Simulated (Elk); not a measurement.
**Collinear magnetic orders of FeGe with Elk**

A self-consistent run ends on one state, which hangs on the start. Several orders of FeGe are started in Elk and their energies compared.

Method: PBE; all-electron APW+lo, Dirac cores, scalar-relativistic bands, in Elk 11.2.3 (patched build).

## 1. Starting point

It takes space group P6/mmm (No. 191, hexagonal). Conventional cell: a = 4.998 Å, b = 4.998 Å, c = 4.116 Å, α = 90.00°, β = 90.00°, γ = 120.00°. Fe has 4 Fe at 2.50 Å and 6 Ge at 2.50 to 2.51 Å nearest. Nearest to Ge lie 6 Fe at 2.50 Å. Ge has 6 Fe at 2.51 Å nearest. Farther neighbours are not listed.

The cell comes from a database of computed structures and need not be the stable phase.

## 2. Run 1 (ferro +++)

The parallel start comes first: it fits the smallest cell, keeps the most symmetry and shows whether parallel moments form.

The last three numbers of an atom's line are a seed field in its sphere. It points against the wanted moment and shrinks by the factor reducebf each loop.

Contents of elk.in:

```
tasks
  0

xctype
  20

rgkmax
  7.0

nempty
  8

swidth
  0.003675

reducebf
  0.5

epsengy
  1e-05

maxscl
  100

lmaxi
  3

spinpol
  .true.

sppath
  './'

avec
  9.44409969445 0.00000000000 0.00000000000
  -4.72204984723 8.17883025124 0.00000000000
  0.00000000000 0.00000000000 7.77766174582

atoms
  2
  'Fe.in'
  3
  0.5000000000 0.0000000000 0.0000000000   0.000000 0.000000 -0.140000
  0.5000000000 0.5000000000 0.0000000000   0.000000 0.000000 -0.140000
  0.0000000000 0.5000000000 0.0000000000   0.000000 0.000000 -0.140000
  'Ge.in'
  3
  0.0000000000 0.0000000000 0.0000000000   0.000000 0.000000 0.000000
  0.3333333300 0.6666666700 0.5000000000   0.000000 0.000000 0.000000
  0.6666666700 0.3333333300 0.5000000000   0.000000 0.000000 0.000000

ngridk
  10 10 12
```

Command:

```sh
OMP_NUM_THREADS=4 elk
```

Numbers of over 12 decimals in the logs are rounded to 6 here.

The program printed:

```text
Warning(init1): few empty states an atom for a second variation :    8.000000000
 they are its basis, with spin, DFT+U, afieldc (12 by default), in Hartree-Fock and RDMFT; 30 and more for pressures
Warning(gndstate): core states of species 2 leak from the muffin-tin :   0.4825586749E-03

--- INFO.OUT ---
┌─────────────────────────┐
│ Elk code version 11.2.3 │
└─────────────────────────┘

All units are atomic (Hartree, Bohr, etc.)

┌─────────────────────────────────────────────────┐
│ Ground-state run starting from atomic densities │
└─────────────────────────────────────────────────┘

Lattice vectors :
   9.444099694       0.000000000       0.000000000
  -4.722049847       8.178830251       0.000000000
   0.000000000       0.000000000       7.777661746

Reciprocal lattice vectors :
  0.6653027298      0.3841127101      -0.000000000
   0.000000000      0.7682254203       0.000000000
   0.000000000      -0.000000000      0.8078501628

Unit cell volume      :    600.7597241
Brillouin zone volume :   0.4128942129

Muffin-tin inner radius fraction :   0.1000000000E-01

Nuclei treated as point charges

Species : 1 (Fe)
 parameters loaded from : Fe.in
 name : iron
 nuclear charge    :   -26.00000000
 electronic charge :    26.00000000
 atomic mass :    101799.2075
 muffin-tin radius :    2.336024924
 number of radial points in muffin-tin :    993
 inner part over the whole radius :   0.9975523402E-02
 number on inner part of muffin-tin    :    700
 approximate nuclear radius :   0.7160107270E-04
 number of mesh points to nuclear radius :    332
 atomic positions (lattice), magnetic fields (Cartesian) :
  1 :   0.00000000  0.00000000  0.00000000    0.00000000  0.00000000 -0.14000000
  2 :   0.00000000  0.50000000  0.00000000    0.00000000  0.00000000 -0.14000000
  3 :   0.50000000  0.50000000  0.00000000    0.00000000  0.00000000 -0.14000000

Species : 2 (Ge)
 parameters loaded from : Ge.in
 name : germanium
 nuclear charge    :   -32.00000000
 electronic charge :    32.00000000
 atomic mass :    132414.6196
 muffin-tin radius :    2.336024924
 number of radial points in muffin-tin :    993
 inner part over the whole radius :   0.9985464432E-02
 number on inner part of muffin-tin    :    702
 approximate nuclear radius :   0.7637961215E-04
 number of mesh points to nuclear radius :    341
 atomic positions (lattice), magnetic fields (Cartesian) :
  1 :   0.50000000  0.00000000  0.00000000    0.00000000  0.00000000  0.00000000
  2 :  -0.16666667 -0.33333333  0.50000000    0.00000000  0.00000000  0.00000000
  3 :   0.16666667  0.33333333  0.50000000    0.00000000  0.00000000  0.00000000

Total number of atoms per unit cell :    6
Total muffin-tin volume :    320.3850746
 ratio of muffin-tin to unit cell volume :   0.5332998563

Spin treatment :
 spin-polarised
 global magnetic field (Cartesian) :    0.000000000       0.000000000       0.000000000
 collinear magnetisation in z-direction

Number of Bravais lattice symmetries :   24
Number of crystal symmetries         :   24
Crystal has inversion symmetry
Real symmetric eigensolver will be used

k-point grid :     10    10    12
k-point offset :    0.000000000       0.000000000       0.000000000
k-point set is reduced with full crystal symmetry group
Total number of k-points :       98

Muffin-tin radius times maximum |G+k| :    7.000000000
 using average radius
Maximum |G+k| for APW functions       :    2.996543371
Maximum (1/2)|G+k|²                   :    4.489636088
Maximum |G| for potential and density :    12.00000000
Constant for pseudocharge density :    7
 order of it for each species :   14  14
 order of it for pair densities of each species (exact exchange by exxq0 0: 14) :   10  10
Radial integration step length :    1

G-vector grid sizes :     40    40    30
Number of G-vectors :    17501

Maximum angular momentum used for
 APW functions            :    8
 outer part of muffin-tin :    6
 inner part of muffin-tin :    3

Total nuclear charge    :   -174.0000000
Total core charge       :    84.00000000
Total valence charge    :    90.00000000
Total excess charge     :    0.000000000
Total electronic charge :    174.0000000

Effective Wigner radius, rₛ :   0.9376073083

Number of empty states         :     48
Total number of valence states :    188
Total number of core states    :     84

Third-order local-orbitals added for an l without core states : T
Total number of local-orbitals :    129

Exchange-correlation functional :     20     0     0
 Perdew-Burke-Ernzerhof, Phys. Rev. Lett. 77, 3865 (1996)
 gradient requirement :    1
 generalised gradient approximation (GGA)

Smearing type :    3
 Fermi-Dirac
Smearing width :   0.3675000000E-02
Effective electronic temperature (K) :    1160.473216

Mixing type :    3
 Broyden mixing, J. Phys. A: Math. Gen. 17, L317 (1984)

Kohn-Sham potential initialised from atomic data

┌──────────────────────────────┐
│ Self-consistent loop started │
└──────────────────────────────┘

┌─────────────────┐
│ Loop number : 1 │
└─────────────────┘

Energies :
 Fermi                       :     0.150015
 sum of occupied eigenvalues :     -5846.8112078308
 electron kinetic            :      10306.271966351
 core electron kinetic       :      9408.2027634418
 Coulomb                     :     -20014.337289787
 Coulomb potential           :     -15587.570276991
 nuclear-nuclear             :     -1509.5448382525
 electron-nuclear            :     -21469.419555987
 Hartree                     :      2964.6271044532
 Madelung                    :     -12220.552151291
 xc potential                :     -565.22960079213
 xc effective B-field        :    -0.200041
 external B-field            :      0.000000
 exchange                    :     -399.87432824680
 correlation                 :     -8.375893
 electron entropic           :    -0.58521540746594E-02
 total energy                :     -10116.321396945
 (external B-field energy excluded from total)

Density of states at Fermi energy :    128.5004423
 (states/Hartree/unit cell)

Estimated indirect band gap :   0.1770245477E-03
 from k-point 40 to k-point 68
Estimated direct band gap   :   0.7895344246E-03
 at k-point 73

Charges :
 core                        :    84.00000000
 valence                     :    90.00000000
 interstitial                :    6.680527970
 muffin-tins (core leakage)
  species : 1 (Fe)
   atom 1                    :    25.73321250     ( -0.2242533164E-06)
   atom 2                    :    25.73321250     ( -0.2242533164E-06)
   atom 3                    :    25.73321250     ( -0.2242533164E-06)
  species : 2 (Ge)
   atom 1                    :    29.98545226     (  0.5040456800E-03)
[...]
┌─────────────────┐
│ Loop number : 2 │
└─────────────────┘

Energies :
 Fermi                       :     0.153685
 sum of occupied eigenvalues :     -5846.4943629610
 electron kinetic            :      10310.395445594
 core electron kinetic       :      9410.7427455915
 Coulomb                     :     -20013.694986652
 Coulomb potential           :     -15588.453588662
 nuclear-nuclear             :     -1509.5448382525
 electron-nuclear            :     -21467.221440537
 Hartree                     :      2963.0712921371
 Madelung                    :     -12219.468192321
 xc potential                :     -568.15840223971
 xc effective B-field        :    -0.203650
 external B-field            :      0.000000
 exchange                    :     -399.78416032438
 correlation                 :     -8.375302
 electron entropic           :    -0.57567050525138E-02
 total energy                :     -10111.464759680
 (external B-field energy excluded from total)

Density of states at Fermi energy :    126.3525896
 (states/Hartree/unit cell)

Estimated indirect band gap :   0.3647124202E-03
 from k-point 89 to k-point 53
Estimated direct band gap   :   0.8646853484E-03
 at k-point 73

Charges :
 core                        :    84.00000000
 valence                     :    90.00000000
 interstitial                :    6.728133924
 muffin-tins (core leakage)
  species : 1 (Fe)
   atom 1                    :    25.69814427     ( -0.2242531281E-06)
   atom 2                    :    25.69814427     ( -0.2242531281E-06)
   atom 3                    :    25.69814427     ( -0.2242531281E-06)
  species : 2 (Ge)
   atom 1                    :    30.00338894     (  0.5032964325E-03)
   atom 2                    :    30.08702217     (  0.5063985218E-03)
   atom 3                    :    30.08702217     (  0.5063985218E-03)
 total in muffin-tins        :    167.2718661
 total calculated charge     :    173.9972417
 total charge                :    174.0000000
 error                       :   0.2758265417E-02

Moments :
 interstitial                :  -0.1840055386
 muffin-tins
  species : 1 (Fe)
   atom 1                    :    1.817961462
   atom 2                    :    1.817961462
   atom 3                    :    1.817961462
  species : 2 (Ge)
   atom 1                    :  -0.1070417624
   atom 2                    :  -0.6507326898E-01
   atom 3                    :  -0.6507326898E-01
 total in muffin-tins        :    5.216696087
 total moment                :    5.032690548

RMS change in Kohn-Sham potential (target) :    4.794679895     (  0.1000000000E-05)
Absolute change in total energy (target)   :    4.856637266     (  0.1000000000E-04)

[... loops 3 to 19 left out ...]

┌──────────────────┐
│ Loop number : 20 │
└──────────────────┘

Energies :
 Fermi                       :     0.299118
 sum of occupied eigenvalues :     -5828.4458722668
 electron kinetic            :      10300.330941023
 core electron kinetic       :      9407.9809705040
 Coulomb                     :     -20008.834256854
 Coulomb potential           :     -15599.560414799
 nuclear-nuclear             :     -1509.5448382525
 electron-nuclear            :     -21445.814140990
 Hartree                     :      2946.5247223888
 Madelung                    :     -12209.054049454
 xc potential                :     -529.06924855426
 xc effective B-field        :    -0.147149
 external B-field            :      0.000000
 exchange                    :     -398.82393071789
 correlation                 :     -8.371321
 electron entropic           :    -0.60585447604414E-02
 total energy                :     -10115.704626442
 (external B-field energy excluded from total)

Density of states at Fermi energy :    132.8693861
 (states/Hartree/unit cell)

Estimated indirect band gap :   0.1134145587E-03
 from k-point 18 to k-point 90
Estimated direct band gap   :   0.1714665692E-02
 at k-point 4

Charges :
 core                        :    84.00000000
 valence                     :    90.00000000
 interstitial                :    7.376676207
 muffin-tins (core leakage)
  species : 1 (Fe)
   atom 1                    :    25.12428387     ( -0.2242532471E-06)
   atom 2                    :    25.12428387     ( -0.2242532471E-06)
   atom 3                    :    25.12428387     ( -0.2242532471E-06)
  species : 2 (Ge)
   atom 1                    :    30.39261761     (  0.4806140804E-03)
   atom 2                    :    30.42892729     (  0.4825586672E-03)
   atom 3                    :    30.42892729     (  0.4825586672E-03)
 total in muffin-tins        :    166.6233238
 total calculated charge     :    173.9973362
 total charge                :    174.0000000
 error                       :   0.2663787080E-02

Moments :
 interstitial                :  -0.9487520262E-01
 muffin-tins
  species : 1 (Fe)
   atom 1                    :    1.490143501
   atom 2                    :    1.490143501
   atom 3                    :    1.490143501
  species : 2 (Ge)
   atom 1                    :  -0.8931012212E-01
   atom 2                    :  -0.5830096689E-01
   atom 3                    :  -0.5830096689E-01
 total in muffin-tins        :    4.264518447
 total moment                :    4.169643244

RMS change in Kohn-Sham potential (target) :   0.3961315291E-06 (  0.1000000000E-05)
Absolute change in total energy (target)   :   0.7133894542E-05 (  0.1000000000E-04)

Convergence targets achieved

┌──────────────────┐
│ Loop number : 21 │
└──────────────────┘

Energies :
 Fermi                       :     0.299118
 sum of occupied eigenvalues :     -5828.4458838227
 electron kinetic            :      10300.330955693
 core electron kinetic       :      9407.9809658307
 Coulomb                     :     -20008.834283585
 Coulomb potential           :     -15599.560400764
 nuclear-nuclear             :     -1509.5448382525
 electron-nuclear            :     -21445.814207034
 Hartree                     :      2946.5247617017
 Madelung                    :     -12209.054083203
 xc potential                :     -529.06928496273
 xc effective B-field        :    -0.147154
 external B-field            :      0.000000
 exchange                    :     -398.82393618112
 correlation                 :     -8.371321
 electron entropic           :    -0.60585692666539E-02
 total energy                :     -10115.704643688
 (external B-field energy excluded from total)

Density of states at Fermi energy :    132.8701079
 (states/Hartree/unit cell)

Estimated indirect band gap :   0.1126013588E-03
 from k-point 18 to k-point 90
Estimated direct band gap   :   0.1714100294E-02
 at k-point 4

Charges :
 core                        :    84.00000000
 valence                     :    90.00000000
 interstitial                :    7.376675451
 muffin-tins (core leakage)
  species : 1 (Fe)
   atom 1                    :    25.12428415     ( -0.2242532950E-06)
   atom 2                    :    25.12428415     ( -0.2242532950E-06)
   atom 3                    :    25.12428415     ( -0.2242532950E-06)
  species : 2 (Ge)
   atom 1                    :    30.39261758     (  0.4806141255E-03)
   atom 2                    :    30.42892726     (  0.4825586749E-03)
   atom 3                    :    30.42892726     (  0.4825586749E-03)
 total in muffin-tins        :    166.6233245
 total calculated charge     :    173.9973362
 total charge                :    174.0000000
 error                       :   0.2663780645E-02

Moments :
 interstitial                :  -0.9488003897E-01
 muffin-tins
  species : 1 (Fe)
   atom 1                    :    1.490170949
   atom 2                    :    1.490170949
   atom 3                    :    1.490170949
  species : 2 (Ge)
   atom 1                    :  -0.8931572097E-01
   atom 2                    :  -0.5830273306E-01
   atom 3                    :  -0.5830273306E-01
 total in muffin-tins        :    4.264591659
 total moment                :    4.169711620

┌──────────────────────────────┐
│ Self-consistent loop stopped │
└──────────────────────────────┘

Warning : core states of species 2 leak from the muffin-tin :   0.4825586749E-03

Wrote STATE.OUT
```

It took 17 min on 4 threads of Arm Neoverse V1, shared host; peak memory 0.63 GiB; 66 min of CPU time.

Spin moment in the muffin-tin sphere by atom:

| atom | spin moment in the muffin-tin sphere (μB) |
| --- | --- |
| Fe1 | 1.49 |
| Fe2 | 1.49 |
| Fe3 | 1.49 |
| Ge4 | -0.09 |
| Ge5 | -0.06 |
| Ge6 | -0.06 |

Read from the output:

| Property | Result |
| --- | --- |
| density of states at the Fermi level | 4.883 states/eV/cell |
| moment between the spheres | -0.09488 μB |
| magnetization | 4.170 μB |
| final state | ferromagnetic |

After 21 cycles the largest moment stands at 1.49 μB.

(Continued in part 2 of 2.)

[Logs and program files are shortened in this print: banners, set-up blocks, solver, clock and traceback lines can be left out without a mark of their own.]

[Logs are printed without paths, hosts, clocks, repeated set-up lines and the standing remarks that a program may print on its own settings, such as how far it seeks lower states.]

[Hosts, paths, dates, database ids (printed as entryN), source tags and the programs' standing remarks are cut or masked in the printed files.]

[Where a cell is said to come from a database of computed structures, the database is the Materials Project.]
